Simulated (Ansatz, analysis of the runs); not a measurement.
# Transmission past a defect: Al wire along [111], 7 atoms a period, Ni in place of one Al, part 3 of 3

Wanted: the relaxed defect and the transmission past it, beside the channels of the perfect wire.

Ansatz 0.2.0; DFT PBE, plane waves, PAW; relaxation of a wire's period (the session's first sound run).

So far, conductance of the lead as this run defines it (G₀): step 3 (the perfect wire) 2.00.

### Step 5. The open system

This step: DFT PBE, plane waves, PAW; transmission of a junction in a wire (Ansatz 0.2.0).

The cell is now read as a scatterer between two semi-infinite leads, named by two sites one period apart. The scattering states in its self-consistent potential are matched to the leads' states at each energy. One point across is taken, as for a wire in vacuum.

The input, input.yaml:

```yaml
crystal:
  lattice:
    - [9.657, 0.0, 0.0]
    - [0.0, 10.099, 0.0]
    - [0.0, 0.0, 24.6322110779]
  atoms:
    - { symbol: Al, position: [0.499985057, 0.499982483, 0.0] }
    - { symbol: Al, position: [0.352161272, 0.418486686, 0.08458936] }
    - { symbol: Al, position: [0.499985057, 0.663180412, 0.084680855] }
    - { symbol: Al, position: [0.647808842, 0.418486686, 0.08458936] }
    - { symbol: Al, position: [0.352161272, 0.58147828, 0.16541064] }
    - { symbol: Al, position: [0.499985057, 0.336784554, 0.165319145] }
    - { symbol: Al, position: [0.647808842, 0.58147828, 0.16541064] }
    - { symbol: Al, position: [0.5012896243, 0.4999657982, 0.2508102276] }
    - { symbol: Al, position: [0.3561999676, 0.400402407, 0.3372944292] }
    - { symbol: Al, position: [0.5161216925, 0.6669597684, 0.3389516694] }
    - { symbol: Ni, position: [0.5989385638, 0.4441151254, 0.3359097927], spin: 0.38 }
    - { symbol: Al, position: [0.3391656963, 0.5841061485, 0.4130358127], spin: 0.1 }
    - { symbol: Al, position: [0.5298556587, 0.3274292946, 0.4153544215] }
    - { symbol: Al, position: [0.6743841961, 0.5574680936, 0.4152327942] }
    - { symbol: Al, position: [0.490767173, 0.5068266371, 0.4960734795] }
    - { symbol: Al, position: [0.3443682788, 0.424807927, 0.5829316025] }
    - { symbol: Al, position: [0.4918199101, 0.6679530182, 0.583495054] }
    - { symbol: Al, position: [0.6407135857, 0.4232943602, 0.5815154981] }
    - { symbol: Al, position: [0.3479243484, 0.5842027404, 0.6654595121] }
    - { symbol: Al, position: [0.4941693019, 0.3400945003, 0.6628100496] }
    - { symbol: Al, position: [0.642509379, 0.5847762869, 0.663350548] }
    - { symbol: Al, position: [0.499985057, 0.499982483, 0.75] }
    - { symbol: Al, position: [0.352161272, 0.418486686, 0.83458936] }
    - { symbol: Al, position: [0.499985057, 0.663180412, 0.834680855] }
    - { symbol: Al, position: [0.647808842, 0.418486686, 0.83458936] }
    - { symbol: Al, position: [0.352161272, 0.58147828, 0.91541064] }
    - { symbol: Al, position: [0.499985057, 0.336784554, 0.915319145] }
    - { symbol: Al, position: [0.647808842, 0.58147828, 0.91541064] }
magnetization:
  spin_polarized: true
kpoints:
  mp_grid: { grid: [1, 1, 4] }
scf:
  occupations: { method: fermi_dirac, width: 0.05 }
hamiltonian:
  xc: pbe
output:
  transmission:
    e_range: [-1.26, 1.26]
    de: 0.035
    kmesh: [1, 1]
    reduced_basis: true
    leads: [[21, 0]]
  dos: { projected: true, e_range: [-4, 3] }
  write_potential: true
  write_density: true
  volumetric_format: npy
  elf: true
basis:
  ecutwfc: "350 eV"
```

The run is started by

```sh
$ ansatz run input.yaml --threads 4 --pin off --max-ram 16384MiB --backend cpu --events-out ev --progress --plain --runs-dir out
```

Numbers of over 12 decimals in the logs are rounded to 6 here.

The log of the run:

```text
[...]
Crystal: 28 atoms, lattice volume = 2402.282 Å³
Basis set: ecut = 350 eV, 35773 PW (Γ)
Bands: 78, of which v1, the nominal top of the filled ones, is band 50 counted from 1 (49 counted from 0)
Symmetry: 1 space group operations
[...]
k-points: 3 of 4 (time reversal used)
[...]
Starting moments: Σ|m| = 0.48 μB on 2 of 28 sites
[...]
SCF iter   1: F=—  HF=-20332.998658 eV  |F-HF|=—  |Δ(HF+E_count)|=         —  Δρ=1.16e-2 (↑9.64e-3 ↓1.16e-2)  dr2=3.99e1  dr2_m=8.21e-2  M=0.395 μB ∫|m|=0.417 μB  β_m=0.30  ethr=3.10e-3  ⟨swp⟩=7.7  Hψ=2563  notcnv=0  defer=33
[...]
SCF iter  16: F=-20326.253423 eV  HF=-20326.253423 eV  |F-HF|=3.36e-9  |Δ(HF+E_count)|=   7.23e-9  Δρ=2.69e-7 (↑2.55e-7 ↓2.69e-7)  dr2=4.09e-9  dr2_m=1.82e-10  M=1.093 μB ∫|m|=1.296 μB  ethr=3.32e-12  ⟨swp⟩=3.0  Hψ=979  notcnv=0
SCF 1 converged in 16 iterations: F = -20326.253423 eV  dr2 = 4.09e-9
[...]
transmission: 56 of 336 steps passed
transmission: 84 of 336 steps passed
[...]
transmission: 336 of 336 steps passed
WARN: The output density's exchange-correlation potential varies sharply where the density is thin. Do not read a vacuum level from v_tot or v_xc, or from such a field of the output density. On a cell that repeats whose density bears no net charge and no dipole along the vacuum's axis use v_es (v_loc + v_h of the components); under efield.dipole_correction with no amplitude use v_es + v_field, which holds any externa [...]
SCF converged after 16 iterations
Magnetization: 1.0932 μB (50.0466 up, 48.9534 down)
Absolute magnetization: 1.3012 μB (∫|ρ↑−ρ↓|, with the PAW one-centre terms)
[...]
Per-site moments (μB) at R_I (Å): [(0.00532195, 1.095784), (0.00293497, 1.065560), (0.00337114, 1.065577), (0.00281148, 1.065560), (0.00157821, 1.065560), (0.00394157, 1.065577), (0.00446505, 1.065560), (0.00637488, 0.976274), (0.00396503, 0.984050), (0.00243604, 0.985696), (0.306439, 0.976274), (0.087882, 1.086380), (0.027637, 0.981643), (0.023000, 0.981283), (0.000942242, 1.086380), (0.00014422, 1.067414), (-0.0004 [...]
Free energy (F): -20326.253423 eV
[...]
Internal energy: -20326.167516 eV  (E = F + TS)
E sigma→0 (E₀):  -20326.210470 eV
Entropy (-TS):   -0.085906 eV (-3.068 meV/atom)
Fermi energy:    -1.825173 eV
[...]
--- Band table (eV; the first three rows and the last of 6) ---
  k-point 0 ↑: bands = [... 46 lower, -2.2055, -2.1756, -2.1004, -2.0682, -1.9966, -1.4204, -1.1211, -1.1020, ... 24 higher]
  k-point 1 ↑: bands = [... 46 lower, -2.3773, -2.1902, -2.0710, -1.8547, -1.8201, -1.4009, -1.2058, -1.1931, ... 24 higher]
  k-point 2 ↑: bands = [... 46 lower, -2.4655, -2.1821, -2.1193, -1.5950, -1.5302, -1.4361, -1.4240, -1.3788, ... 24 higher]
  k-point 2 ↓: bands = [... 46 lower, -2.3974, -2.0883, -1.7275, -1.5255, -1.4977, -1.4093, -1.3933, -1.3728, ... 24 higher]
--- Transmission ---
  basis      : 715 plane waves across, 28 finite elements along
  points     : 1, standing for a mesh of 1 x 1
[...]
crystal 0  : Al7, at the sites [21, 0], period 6.1581 Å, over 12.32 Å; its Hamiltonian steps by up to 335.6 meV: too much for a lead, lay more layers or, if its atoms are ordered, name the step of that order
[...]
filled         : 61.8 meV under the level at which it is neutral
    channels       : 2.000000e0 up, 2.000000e0 down
[...]
junction   : crystal 0 to crystal 0, -0.34 to 18.13 Å
    transmission   : 1.833550e0 up, 1.742163e0 down
    error estimate : 4.529625e-5 up, 3.889679e-5 down from the reduction of the transverse basis, at the most 1.953331e-3 at 0.665000 eV
    conductance    : 1.4148e14 S/m² at 300 K (1.4149e14 on every other energy)
    error estimate : 0.0 % from the energy spacing and 0.0 % from band edges of the leads and from resonances (wavevectors taken as independent; lower de), 0.0 % from the reduction of the transverse basis, 19.6 % from the steps of its leads' Hamiltonians or their offsets (lay more layers), 2.1 % from the distance to neutral
    resistance     : 7.2385e-4 Ω µm² beyond half of each lead's own
```

Run time: 5.3 min. Hardware: 4 threads of Arm Neoverse V1, shared host; peak memory 3 GiB; 18 min of CPU time.

Numbers from this step:

```yaml
energy_at_zero_smearing: -20326.2105 eV
total_moment: 1.093 μB
absolute_moment: 1.301 μB
transmission_at_the_energy_nearest_the_fermi_level_spin_up: 1.834
transmission_at_the_energy_nearest_the_fermi_level_spin_down: 1.742
channels_at_the_energy_nearest_the_fermi_level_spin_up: 2
channels_at_the_energy_nearest_the_fermi_level_spin_down: 2
step_of_the_lead_s_hamiltonian: 335.6 meV
conductance_of_the_junction: 1.781 G₀
```

The transmission by energy, zero at the Fermi level:

```csv
energy (eV),spin up,spin down
-1.26,0.00648,1.6e-4
-1.16,0.300,0.621
-1.01,1.46,1.57
-0.94,1.56,1.67
-0.91,1.54,1.70
-0.77,0.901,1.30
-0.67,0,0
-0.53,1.28,1.26
-0.46,1.49,1.50
-0.42,1.44,1.53
-0.32,1.39,1.36
-0.28,1.46,1.14
-0.17,1.88,1.54
-0.07,1.84,1.75
0.00,1.83,1.74
0.07,1.82,1.68
0.17,1.81,1.65
0.32,1.85,1.89
0.42,1.87,1.88
0.53,1.92,1.92
0.59,1.97,1.97
0.67,1.83,1.73
0.70,2.01,1.99
0.77,0.376,0.614
0.91,0.141,0.294
1.01,0,0
1.16,0.107,0.386
1.26,0.303,0.269
```

The open channels of the lead by energy, zero at the Fermi level:

```csv
energy (eV),spin up,spin down
-1.26,1,1
-1.19,4,4
-1.08,3,3
-1.01,3,3
-0.91,3,3
-0.84,3,3
-0.73,1,1
-0.67,0,0
-0.56,2,2
-0.49,2,2
-0.39,2,2
-0.32,2,2
-0.21,2,2
-0.14,2,2
-0.04,2,2
0.00,2,2
0.04,2,2
0.14,2,2
0.21,2,2
0.32,3,3
0.39,3,3
0.49,3,3
0.56,3,3
0.67,4,3
0.73,5,5
0.84,1,1
0.91,1,1
1.01,0,0
1.08,1,1
1.19,1,1
1.26,1,1
```

Projected DOS an atom over height of the atomic layer and energy from the Fermi level. Layers: Al Al3 Al3 Al Al2Ni Al3 Al Al3 Al3 Al Al3 Al3 (hydrogen named only where alone); broadened by a Gaussian of 0.15 eV, since few k-points sample the long cell.

Ten even steps from '0' (0.04 states/eV) to '9' (2.15 states/eV), each cell a mean:
```
122222122222
022144122011
044122155044
144111144145
121111111122
101123100111
100244100100
100254100100
211243111111
234253245222
188283377277
033192233144
010091111011
122271211122
322261322211
311241322311
611331311622
411431200411
100110100100
000000000000
000000000000
000000000000
```
Columns: height of the atomic layer (Å) from 0 to 22.5 (not evenly spaced); rows upwards: energy from the Fermi level (eV) from -3.98 to 1.47.

Site moment by element, in μB:

```csv
element,atoms,mean,spread (r.m.s.),least,largest
Al,27,0.007,0.017,-0.002,0.088
Ni,1,0.306,0.000,0.306,0.306
```

The atoms farthest from the mean of their element:

```csv
atom,"x, y, z (Å)",site moment (μB)
Al12,"3.28, 5.90, 10.17",0.088
Al13,"5.12, 3.31, 10.23",0.028
Al14,"6.51, 5.63, 10.23",0.023
Al18,"6.19, 4.27, 14.32",-0.002
Al17,"4.75, 6.75, 14.37",0.000
Al16,"3.33, 4.29, 14.36",0.000
Al25,"6.26, 4.23, 20.56",0.001
Al15,"4.74, 5.12, 12.22",0.001
```

Spin density in the ca plane at fractional y = 0.425, with atoms of Al and Ni within 0.2 Å of it.

Ten even steps from '0' (-0.01 e/Å³) to '9' (0.50 e/Å³), each cell a mean:
```
00000000000000000000000000000000000000000000
00000000000000000000000000000000000000000000
00000000000000000000000000000000000000000000
00000000000000000000000000000000000000000000
00000000000000000000000000000000000000000000
00000000000000000000000000000000000000000000
00000000000000000000000000000000000000000000
00000000000000000000011000000000000000000000
00000000000000000000027520000000000000000000
00000000000000000000007930000000000000000000
00000000000000000000001200000000000000000000
00000000000000000000000000000000000000000000
00000000000000000000000000000000000000000000
00000000000000000000000000000000000000000000
00000000000000000000000000000000000000000000
00000000000000000000000000000000000000000000
00000000000000000000000000000000000000000000
00000000000000000000000000000000000000000000
00000000000000000000000000000000000000000000
00000000000000000000000000000000000000000000
00000000000000000000000000000000000000000000
00000000000000000000000000000000000000000000
00000000000000000000000000000000000000000000
00000000000000000000000000000000000000000000
```
Columns run along c (16.0 Å, from fractional 0.00 to 0.65 of the cell), rows up along a (9.7 Å). Atoms in or near the plane, at fractional coordinates: Al at (0.08, 0.35), Al at (0.08, 0.65), Ni at (0.34, 0.60), Al at (0.58, 0.34), Al at (0.58, 0.64).

Electrostatic potential energy in the ca plane at fractional y = 0.425, with atoms of Al and Ni within 0.2 Å of it. With pseudopotentials it is smooth inside the atoms' cores, unlike the true potential.

Values in eV, 13 rows by 16 columns, each cell a mean:
```
  2   2   2   2   2   3   3   3   3   3   3   3   2   2   2   2
  2   2   2   2   2   2   3   3   3   3   2   2   2   2   2   2
  2   0  -1   2   2   2   3   2   2   2   2   2   2   1  -1   1
  1 -10 -14  -1   1   2   2   0  -3   0   0   1   2  -4 -15  -4
 -1 -14 -13  -4   0   1   0  -8 -20  -6  -3   0   1 -10 -11 -10
 -8  -9 -13  -5  -6  -4  -9 -10 -20  -8  -7  -3  -6  -6 -15  -7
-13  -3  -4  -6 -10  -8 -15  -4  -9  -3  -6  -5 -14  -3  -4  -4
 -5 -12 -15  -4  -4  -2  -5  -8 -16  -6  -1  -1  -6  -6 -15  -8
  0 -14 -14  -4   0   1   1 -10 -15  -8   1   2   1  -9 -11 -11
  1  -7 -11   0   2   2   2  -3 -10  -1   2   2   2  -3 -14  -4
  2   1   0   2   2   2   2   2   1   2   3   3   2   1   0   1
  2   2   2   2   2   2   2   2   3   3   3   3   2   2   2   2
  2   2   2   2   2   2   3   3   3   3   3   3   2   2   2   2
```
Columns run along c (16.0 Å, from fractional 0.00 to 0.65 of the cell; values clipped at the 3rd and 97th percentile), rows up along a (9.7 Å). Atoms in or near the plane, at fractional coordinates: Al at (0.08, 0.35), Al at (0.08, 0.65), Ni at (0.34, 0.60), Al at (0.58, 0.34), Al at (0.58, 0.64).

Valence density in the ca plane at fractional y = 0.425, with atoms of Al and Ni within 0.2 Å of it. It is the smooth field of the valence electrons, not physical close to the nuclei.

Ten steps, logarithmic in the rise over the least value, from '0' (0 e/Å³) to '9' (29 e/Å³), each cell a mean:
```
00000000000000000000000000000000000000000000
00000000000000000000000000000000000000000000
00000000000000000000000000000000000000000000
00000000000000000000000000000000000000000000
00000000000000000000000000000000000000000000
00000000000000000000000000000000000000000000
00000001100000000000000000000000000000000100
00010000110000000000013321110000000000000011
00110000111000000000147852111100000001000011
01111001111110000001259973111111000011100111
11111111111111111011137752111111110111111111
01111111111111111011112321111111110111111111
01111111111111111011111111110111110111111111
01111111111111100011111111100000000111111111
00111001111100000000110001100000000011100111
00010000110000000000100001100000000001000011
00000001100000000000000011100000000000000011
00000000000000000000000010000000000000000000
00000000000000000000000000000000000000000000
00000000000000000000000000000000000000000000
00000000000000000000000000000000000000000000
00000000000000000000000000000000000000000000
00000000000000000000000000000000000000000000
00000000000000000000000000000000000000000000
```
Columns run along c (16.0 Å, from fractional 0.00 to 0.65 of the cell), rows up along a (9.7 Å). Atoms in or near the plane, at fractional coordinates: Al at (0.08, 0.35), Al at (0.08, 0.65), Ni at (0.34, 0.60), Al at (0.58, 0.34), Al at (0.58, 0.64).

By hand: the program gives 1.4148 × 10^14 S/m² over the cell's cross-section of 97.53 Å² = 9.753 × 10^-19 m², so one cell conducts 1.380 × 10^-4 S. Divided by G0 = 2e²/h = 7.748 × 10^-5 S this is 1.78 G0, a resistance of 7.25 kΩ.

The conductance is 1.78 G₀, with 2 spin-up and 2 spin-down channels open in the lead. The lead's Hamiltonian steps by 335.6 meV, which the program calls too much for a lead. The largest term of the program's error estimate is 20 %.

### Step 6. Landauer integrals

This step: Landauer integrals over the computed T(E), interpolated linearly between its energies (analysis of the runs above).

Conductance and thermopower are moments of T(E) over the thermal window; sliding the window along E stands for a gate that leaves T(E) rigid.

Numbers from this step:

```yaml
conductance_at_300_k_interpolated_from_t_e: 1.780 G₀
thermopower_at_300_k: 1.305 μV/K
lorenz_number_over_l0: 0.9837
spin_polarisation_of_the_transmission: 2.556 %
```

T(E) held rigid; rough near sharp steps of T(E). The conductance at 300 K by shift of the leads' level:

shift of the leads' level (eV), conductance at 300 K (G₀) and a bar:
```
   -0.900       1.56 ########################
   -0.850       1.45 #######################
   -0.800       1.17 ##################
   -0.750       0.66 #########
   -0.700       0.22 ##
   -0.650       0.10 
   -0.600       0.31 ###
   -0.550       0.83 ############
   -0.500       1.26 ###################
   -0.450       1.42 ######################
   -0.400       1.39 ######################
   -0.350       1.32 ####################
   -0.300       1.30 ####################
   -0.250       1.31 ####################
   -0.200       1.52 ########################
   -0.150       1.70 ###########################
   -0.100       1.77 ############################
   -0.050       1.79 ############################
    0.000       1.78 ############################
    0.050       1.75 ############################
    0.100       1.70 ###########################
    0.150       1.69 ###########################
    0.200       1.78 ############################
    0.250       1.84 #############################
    0.300       1.86 #############################
    0.350       1.87 #############################
    0.400       1.88 ##############################
    0.450       1.89 ##############################
    0.500       1.90 ##############################
    0.550       1.88 ##############################
    0.600       1.75 ###########################
    0.650       1.65 ##########################
    0.700       1.58 #########################
    0.750       1.10 #################
    0.800       0.60 ########
    0.850       0.39 #####
    0.900       0.24 ##
```

T(E) held rigid; rough near sharp steps of T(E). Thermopower at 300 K against shift of the leads' level:

```csv
shift of the leads' level (eV),thermopower at 300 K (μV/K)
-0.900,5.94
-0.800,48.1
-0.750,110
-0.650,-56.2
-0.550,-86.6
-0.450,-6.97
-0.400,5.27
-0.300,1.36
-0.200,-19.9
-0.150,-10.3
-0.050,-0.424
0.050,3.04
0.150,-3.73
0.200,-6.24
0.300,-1.23
0.400,-0.716
0.450,-0.849
0.550,5.26
0.650,4.53
0.750,70.1
0.800,81.3
0.900,98.8
```

The two levels move by half the bias each and T(E) is held rigid. The current from the zero-bias T(E) by bias:

```csv
bias (V),current from the zero-bias T(E) (μA)
0.000,0
0.100,13.8
0.200,27.4
0.300,40.7
0.400,53.7
0.500,66.1
0.600,78.3
0.700,90.6
0.800,103
0.900,116
1.000,128
1.100,140
1.200,149
1.300,156
1.400,163
1.500,170
1.600,177
1.700,184
1.800,191
1.900,198
```

By hand, Mott's formula: S = −(π²k²T/3e) d ln T/dE, and π²k²T/3e = 7.33 μV/K × eV at 300 K. The computed T is 3.59 at -0.070 eV and 3.51 at +0.070 eV (both spins added), so d ln T/dE ≈ -0.166 per eV and S ≈ 1.21 μV/K, against 1.30 from the integrals.

The thermopower is 1.30 μV/K. The Lorenz ratio is 0.98, where the Wiedemann-Franz law gives 1. Moving the level by up to 0.1 eV either way gives -3.5 to 3.1 μV/K.

### Step 7. Results

| Item | Value |
| --- | --- |
| conductance of the perfect wire | 2.00 G₀ |
| conductance, Ni in place of one Al | 1.78 G₀ |
| thermopower, Ni in place of one Al | 1.30 μV/K |

Summed over the computed window, 56 % of the lead's open channels pass the defect; the conductance at 300 K is 1.78 G₀. With Ni in place of one Al, 89 % of the conductance of that run's own lead (2.00 G₀) is left, so it scatters little at the Fermi level. Transport is coherent and elastic here: the atoms are frozen, so scattering by vibrations plays no part. No search over magnetic orders was made; another may lie lower. In 1 run the program finds the step of the lead's Hamiltonian too large, so longer leads may change the transmission. One term of the program's error estimate for a conductance, of a junction or of the perfect wire, reaches 20 % in this session. A cutoff under the files' recommended one was taken to save time; its effect on T(E) was not tested here.

[Logs are printed without paths, hosts, clocks, repeated set-up lines and the standing remarks that a program may print on its own settings, such as how far it seeks lower states.]

[Hosts, paths, dates, database ids (printed as entryN), source tags and the programs' standing remarks are cut or masked in the printed files.]
